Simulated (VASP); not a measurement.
All values below come from optB88-vdW, VASP's PBE PAW potentials (set 64) (plane waves; VASP).

VASP input:

POSCAR:
```
CsBr
1.0
  4.2856961271   0.0000000000   0.0000000000
  0.0000000000   4.2856961271   0.0000000000
  0.0000000000   0.0000000000   4.2856961271
Cs Br
1 1
Direct
  0.0000000000   0.0000000000   0.0000000000
  0.5000000000   0.5000000000   0.5000000000
```

### KPOINTS
```
Automatic mesh
0
gamma
 7 7 7
```

INCAR:
```
AGGAC = 0.0
ALGO = Normal
EDIFF = 1E-7
ENCUT = 520
GGA = BO
ISIF = 2
ISMEAR = -5
LASPH = .True.
LCHARG = .True.
LMAXMIX = 4
LORBIT = 11
LREAL = .False.
LUSE_VDW = .True.
LWAVE = .False.
NEDOS = 601
NELM = 100
PARAM1 = 0.1833333333
PARAM2 = 0.22
PREC = Accurate
SYSTEM = CsBr
```

POTCAR, in this order: Cs_sv Br (PBE.64 set). Program: vasp_std.

Output

OUTCAR:
```
 ion  position               nearest neighbor table
   1  0.000  0.000  0.000-
   2  0.500  0.500  0.500-
  LATTYP: Found a simple cubic cell.
 ALAT       =     4.2856961271
 Subroutine PRICEL returns:
 Original cell was already a primitive cell.
 Subroutine GETGRP returns: Found 48 space group operations
The static configuration has the point symmetry O_h .
The dynamic configuration has the point symmetry O_h .
 Subroutine INISYM returns: Found 48 space group operations
 Subroutine IBZKPT returns following result:
 Found     20 irreducible k-points:

 Following reciprocal coordinates:
            Coordinates               Weight
  0.000000  0.000000  0.000000      1.000000
  0.142857  0.000000  0.000000      6.000000
  0.285714  0.000000  0.000000      6.000000
  0.428571  0.000000  0.000000      6.000000
  0.142857  0.142857  0.000000     12.000000
  0.285714  0.142857  0.000000     24.000000
  0.428571  0.142857  0.000000     24.000000
  0.285714  0.285714  0.000000     12.000000
  0.428571  0.285714  0.000000     24.000000
  0.428571  0.428571  0.000000     12.000000
  0.142857  0.142857  0.142857      8.000000
  0.285714  0.142857  0.142857     24.000000
  0.428571  0.142857  0.142857     24.000000
  0.285714  0.285714  0.142857     24.000000
  0.428571  0.285714  0.142857     48.000000
  0.428571  0.428571  0.142857     24.000000
  0.285714  0.285714  0.285714      8.000000
  0.428571  0.285714  0.285714     24.000000
  0.428571  0.428571  0.285714     24.000000
  0.428571  0.428571  0.428571      8.000000
   k-points           NKPTS =     20   k-points in BZ     NKDIM =     20   number of bands    NBANDS=     12
   number of dos      NEDOS =    601   number of ions     NIONS =      2
   total plane-waves  NPLWV =  32768
   dimension x,y,z NGX =    32 NGY =   32 NGZ =   32
   dimension x,y,z NGXF=    64 NGYF=   64 NGZF=   64
   ions per type =               1   1
   PREC   = accura    normal or accurate (medium, high low for compatibility)
   ISTART =      0    job   : 0-new  1-cont  2-samecut
   ICHARG =      2    charge: 1-file 2-atom 10-const
   ISPIN  =      1    spin polarized calculation?
   LNONCOLLINEAR =      F non collinear calculations
   LSORBIT =      F    spin-orbit coupling
   INIWAV =      1    electr: 0-lowe 1-rand  2-diag
   ENCUT  =  520.0 eV  38.22 Ry    6.18 a.u.   7.97  7.97  7.97*2*pi/ulx,y,z
   NELM   =    100;   NELMIN=  2; NELMDL= -5     # of ELM steps
   EDIFF  = 0.1E-06   stopping-criterion for ELM
   LREAL  =      F    real-space projection
   NLSPLINE    = F    spline interpolate recip. space projectors
   LMAXMIX     =    4 max onsite mixed and CHGCAR
   VOSKOWN=      0    Vosko Wilk Nusair interpolation
   EDIFFG = 0.1E-05   stopping-criterion for IOM
   NSW    =      0    number of steps for IOM
   NBLOCK =      1;   KBLOCK =      1    inner block; outer block
   IBRION =     -1    ionic relax: 0-MD 1-quasi-New 2-CG
   NFREE  =      0    steps in history (QN), initial steepest desc. (CG)
   ISIF   =      2    stress and relaxation
   ISYM   =      2    0-nonsym 1-usesym 2-fastsym
   TEIN   =    0.0    initial temperature
   TEBEG  =    0.0;   TEEND  =   0.0 temperature during run
   SMASS  =  -3.00    Nose mass-parameter (am)
   PSTRESS=    0.0 pullay stress
   NELECT =      16.0000    total number of electrons
   EFERMI =   0.00;   METHOD = LEGACY
   ISMEAR =    -5;   SIGMA  =   0.20  broadening in eV -4-tet -1-fermi 0-gaus
   IALGO  =     38    algorithm
   LDIAG  =      T    sub-space diagonalisation (order eigenvalues)
   IMIX   =      4    mixing-type and parameters
     AMIX     =   0.40;   BMIX     =  1.00
     AMIX_MAG =   1.60;   BMIX_MAG =  1.00
...
```

File OSZICAR:
```
       N       E                     dE             d eps       ncg     rms          rms(c)
DAV:   1     0.105881257930E+03    0.10588E+03   -0.66048E+03   480   0.112E+03
DAV:   2     0.592470297081E+01   -0.99957E+02   -0.95152E+02   752   0.184E+02
DAV:   3    -0.194683530827E+01   -0.78715E+01   -0.78534E+01   592   0.585E+01
DAV:   4    -0.202957377978E+01   -0.82738E-01   -0.82701E-01   576   0.722E+00
DAV:   5    -0.203030448543E+01   -0.73071E-03   -0.73065E-03   592   0.678E-01    0.182E+00
DAV:   6    -0.177809122057E+01    0.25221E+00   -0.39444E-01   536   0.322E+00    0.102E+00
DAV:   7    -0.173670333637E+01    0.41388E-01   -0.18107E-01   596   0.225E+00    0.546E-01
DAV:   8    -0.173741656133E+01   -0.71322E-03   -0.12246E-02   560   0.810E-01    0.904E-02
DAV:   9    -0.173759879638E+01   -0.18224E-03   -0.16270E-03   596   0.273E-01    0.701E-02
DAV:  10    -0.173768338027E+01   -0.84584E-04   -0.12543E-04   572   0.103E-01    0.107E-02
DAV:  11    -0.173769085110E+01   -0.74708E-05   -0.16210E-05   588   0.332E-02    0.322E-03
DAV:  12    -0.173769137772E+01   -0.52663E-06   -0.27223E-06   588   0.118E-02    0.852E-04
DAV:  13    -0.173769138030E+01   -0.25784E-08   -0.71912E-08   404   0.226E-03
   1 F= -.17376914E+01 E0= -.17376914E+01  d E =0.000000E+00
```

File OUTCAR:
```
------------------------ aborting loop because EDIFF is reached ----------------------------------------
  FORCE on cell =-STRESS in cart. coord.  units (eV):
  Direction    XX          YY          ZZ          XY          YZ          ZX
  --------------------------------------------------------------------------------------
  Total       -0.0155474     -0.0155474     -0.0155474     -0.0000000      0.0000000     -0.0000000
  in kB       -0.3164484     -0.3164484     -0.3164484     -0.0000000      0.0000000     -0.0000000
  external PRESSURE =      -0.3164484 kB  Pullay stress =       0.0000000 kB
  volume of cell :       78.72
      direct lattice vectors                 reciprocal lattice vectors
     4.285696127  0.000000000  0.000000000     0.233334322  0.000000000  0.000000000
     0.000000000  4.285696127  0.000000000     0.000000000  0.233334322  0.000000000
     0.000000000  0.000000000  4.285696127     0.000000000  0.000000000  0.233334322
 POSITION                                       TOTAL-FORCE (eV/Angst)
 -----------------------------------------------------------------------------------
      0.00000      0.00000      0.00000         0.000000      0.000000      0.000000
      2.14285      2.14285      2.14285         0.000000      0.000000      0.000000
 -----------------------------------------------------------------------------------
    total drift:                                0.000000      0.000000     -0.000000
  FREE ENERGIE OF THE ION-ELECTRON SYSTEM (eV)
  ---------------------------------------------------
  free  energy   TOTEN  =        -1.7376913803 eV

  energy  without entropy=       -1.7376913803  energy(sigma->0) =       -1.73769138

 total charge

# of ion       s       p       d       tot
------------------------------------------
    1        1.826   4.681   0.031   6.539
    2        1.623   3.282   0.002   4.907
--------------------------------------------------
tot          3.449   7.964   0.033  11.446
```
(Selected blocks of OUTCAR.)

The compound is CsBr in the CsCl type structure. It was relaxed first.
